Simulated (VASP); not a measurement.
The input files of a VASP run:

KPOINTS:
```
Automatic mesh
0
Gamma
6 6 6
0 0 0
```

### INCAR
```
SYSTEM = AlSb
PREC = Accurate
ENCUT = 400
EDIFF = 1E-6
NELM = 100
ALGO = Normal
LREAL = .FALSE.
LASPH = .TRUE.
ISMEAR = 0
SIGMA = 0.8
GGA = PE
LMAXMIX = 4
LWAVE = .FALSE.
LCHARG = .FALSE.
ISIF = 2
```

File POSCAR:
```
AlSb
1
    0.0000000000     3.0700000000     3.0700000000
    3.0700000000     0.0000000000     3.0700000000
    3.0700000000     3.0700000000     0.0000000000
Al Sb
1 1
Direct
  0.0000000000   0.0000000000   0.0000000000
  0.2500000000   0.2500000000   0.2500000000
```

POTCAR, in this order: Al Sb (PBE.64 set). Program: vasp_std.

The run wrote:

**standard output**
```
 POSCAR found type information on POSCAR AlSb
 POSCAR found :  2 types and       2 ions
 Reading from existing POTCAR
 Reading from existing POTCAR
 LDA part: xc-table for (Slater+PW92), standard interpolation
 POSCAR, INCAR and KPOINTS ok, starting setup
 WAVECAR not read
 entering main loop
       N       E                     dE             d eps       ncg     rms          rms(c)
DAV:   1     0.114401573634E+02    0.11440E+02   -0.24176E+03   256   0.580E+02
DAV:   2    -0.782520637677E+01   -0.19265E+02   -0.18611E+02   344   0.769E+01
DAV:   3    -0.826899044702E+01   -0.44378E+00   -0.38948E+00   312   0.140E+01
DAV:   4    -0.827372292633E+01   -0.47325E-02   -0.47310E-02   376   0.150E+00
DAV:   5    -0.827375717846E+01   -0.34252E-04   -0.34252E-04   344   0.771E-02    0.345E+00
DAV:   6    -0.821074868632E+01    0.63008E-01   -0.84620E-02   280   0.142E+00    0.215E+00
DAV:   7    -0.819061303828E+01    0.20136E-01   -0.86541E-02   296   0.160E+00    0.400E-01
DAV:   8    -0.819130506543E+01   -0.69203E-03   -0.60550E-03   256   0.458E-01    0.101E-01
DAV:   9    -0.819160220525E+01   -0.29714E-03   -0.55333E-04   328   0.158E-01    0.362E-02
DAV:  10    -0.819161199439E+01   -0.97891E-05   -0.19043E-05   368   0.259E-02    0.195E-02
DAV:  11    -0.819163693765E+01   -0.24943E-04   -0.47667E-05   272   0.462E-02    0.192E-03
DAV:  12    -0.819163727895E+01   -0.34130E-06   -0.37078E-07   320   0.474E-03
   1 F= -.81916373E+01 E0= -.81635926E+01  d E =-.560894E-01
```

OUTCAR:
```
------------------------ aborting loop because EDIFF is reached ----------------------------------------
  FORCE on cell =-STRESS in cart. coord.  units (eV):
  Direction    XX          YY          ZZ          XY          YZ          ZX
  --------------------------------------------------------------------------------------
  Total        0.8991733      0.8991733      0.8991733     -0.0000000      0.0000000     -0.0000000
  in kB       24.8948135     24.8948135     24.8948135     -0.0000000      0.0000000     -0.0000000
  external PRESSURE =      24.8948135 kB  Pullay stress =       0.0000000 kB
  volume of cell :       57.87
      direct lattice vectors                 reciprocal lattice vectors
     0.000000000  3.070000000  3.070000000    -0.162866450  0.162866450  0.162866450
     3.070000000  0.000000000  3.070000000     0.162866450 -0.162866450  0.162866450
     3.070000000  3.070000000  0.000000000     0.162866450  0.162866450 -0.162866450
 POSITION                                       TOTAL-FORCE (eV/Angst)
 -----------------------------------------------------------------------------------
      0.00000      0.00000      0.00000        -0.000000     -0.000000     -0.000000
      1.53500      1.53500      1.53500         0.000000      0.000000      0.000000
 -----------------------------------------------------------------------------------
    total drift:                               -0.000000     -0.000000     -0.000000
  FREE ENERGIE OF THE ION-ELECTRON SYSTEM (eV)
  ---------------------------------------------------
  free  energy   TOTEN  =        -8.1916372789 eV

  energy  without entropy=       -8.1355479133  energy(sigma->0) =       -8.16359260
```
(Selected blocks of OUTCAR.)

Q: Read input and log: which fault does this run have?
A) NSW = 0, so the ions never move
B) LDAUL, LDAUU and LDAUJ hold more entries than there are species
C) LSORBIT needs the non-collinear program vasp_ncl
D) SIGMA is far too large

A: D, SIGMA is far too large. The run ends without an error. Against the sound run, the energy per atom (σ→0) goes up by 0.008 eV/atom; the pressure rises by 0.03 GPa; the band gap stays essentially unchanged.

To mend it, set SIGMA = 0.05.

The mended run (PBE GGA, plane waves, VASP's PBE PAW potentials (set 64)) converges, and its OSZICAR ends with
```
   1 F= -.81800642E+01 E0= -.81800642E+01  d E =-.827506E-13
```

The compound is AlSb in the zinc blende structure. The cell was not relaxed at this level.
